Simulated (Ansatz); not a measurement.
⁴⁷Ti nuclear quadrupole resonance in TiO2

Cell: an entry of the Crystallography Open Database (COD; perhaps a calculated or model structure), its atoms then relaxed with PBE in this cell.

```cif
data_TiO2
_symmetry_space_group_name_H-M 'P3_121'
_symmetry_Int_Tables_number 152
_cell_length_a 5.2910
_cell_length_b 5.2910
_cell_length_c 6.1330
_cell_angle_alpha 90.000
_cell_angle_beta 90.000
_cell_angle_gamma 120.000
loop_
_atom_site_label
_atom_site_type_symbol
_atom_site_symmetry_multiplicity
_atom_site_Wyckoff_symbol
_atom_site_fract_x
_atom_site_fract_y
_atom_site_fract_z
Ti Ti 3 a 0.4532 0.0000 0.3333
O O 6 c 0.4080 0.2957 0.2300
```

One atom of each set is listed.

The numbers come from a DFT calculation in Ansatz (r2SCAN, plane waves and PAW, scalar-relativistic, 500 eV cutoff, Γ-centred 6×6×5 k-points, Fermi–Dirac smearing 0.01 eV).

⁴⁷Ti: I = 5/2, Q = 302.0 mb (year-2017 value). Static lattice, zero field.

Problem. The simulated lines lie at 2.55, 5.06 MHz. What are |C_Q|, η and |V_zz| at Ti?

Solution. For I = 5/2 and η = 0 the lines are 3|C_Q|/20 and twice that; η pulls their ratio below 2. Here |C_Q| = 16.9 MHz, η = 0.07 and |V_zz| = 2.31 × 10²¹ V/m². The calculation gives V_zz negative; the lines don't show the sign. The site has 4 O at 1.81–1.82 Å.
